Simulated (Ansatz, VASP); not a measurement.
**Two plane-wave programs on Ti2O**

```
Ti O
1.0
     2.89389    0.00000    0.00000
    -1.44695    2.50618    0.00000
     0.00000    0.00000    4.79121
Ti O
2 1
Cartesian
  1.4469 0.8354 1.2770
  0.0000 1.6708 3.5142
  0.0000 0.0000 0.0000
```

Change from the starting cell: biaxial strain in the a-b plane, c and atoms relaxed: -2.0 %.

Alike in both runs: functional PBEsol; k mesh 24 × 24 × 12; occupations gaussian, width 0.1 eV; no spin polarisation.

Ansatz relaxed the structure, and its values are those at the end. VASP's run is a single point on that final structure, the one shown.

```csv
,VASP,Ansatz
version,VASP 6.6.1,Ansatz 0.2.0
potentials or method,"VASP PAW PBE potentials, release 64 (Ti_sv, O)","scalar-relativistic, plane waves, PAW"
plane-wave cutoff (eV),520,420
valence electrons in the cell,30,30
```

```tsv
	VASP	Ansatz	Ansatz less VASP
gap on the k mesh at the Fermi level (eV)	none	none	-
pressure (GPa)	5.5	5.2	-0.34
rms of the force components (eV/Å)	0.025	0.000	-0.0245
```

A gap of «none» marks a metal or a gap that the smearing closes.

Caveats: the PAW data sets were made with another functional, which shifts forces and pressure a little (VASP); semilocal functionals often make such compounds metallic where correlation or magnetic order opens a gap, which also shifts bond lengths.
